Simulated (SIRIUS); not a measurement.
Crystal: Zr.

```
CELL_PARAMETERS angstrom
3.23200 0.00000 0.00000
-1.61600 2.79899 0.00000
0.00000 0.00000 5.14700
ATOMIC_POSITIONS crystal
Zr 0.66667 0.33333 0.75000
Zr 0.33333 0.66667 0.25000
```

Base run:

* Program: SIRIUS 7.12.0
* Functional: BLYP
* Potentials or basis: PseudoDojo 0.4.1 PBE standard (scalar relativistic)
* Cutoff: 915 eV
* Density cutoff: 3659 eV
* k mesh: 9 × 9 × 5
* Occupations: fermi-dirac, width 0.05 eV
* Spin: no spin polarisation

Its results: band gap on the k mesh none (metal or under the smearing width); pressure 3.7 GPa.

Problem. After a change of settings the same cell gave: band gap on the k mesh none (metal or under the smearing width); pressure -2.6 GPa. Which change was it?
A. functional from BLYP to KT2; libxc names from ["XC_GGA_X_B88", "XC_GGA_C_LYP"] to ["XC_GGA_XC_KT2"]
B. functional from BLYP to revPBE; libxc names from ["XC_GGA_X_B88", "XC_GGA_C_LYP"] to ["XC_GGA_X_PBE_R", "XC_GGA_C_PBE"]
C. functional from BLYP to HTBS; libxc names from ["XC_GGA_X_B88", "XC_GGA_C_LYP"] to ["XC_GGA_X_HTBS", "XC_GGA_C_PBE"]
D. functional from BLYP to RPBE; libxc names from ["XC_GGA_X_B88", "XC_GGA_C_LYP"] to ["XC_GGA_X_RPBE", "XC_GGA_C_PBE"]

Solution. C.

Caveats: the potentials were made for another functional, which shifts forces and pressure.

Not every run made on this cell is shown here.
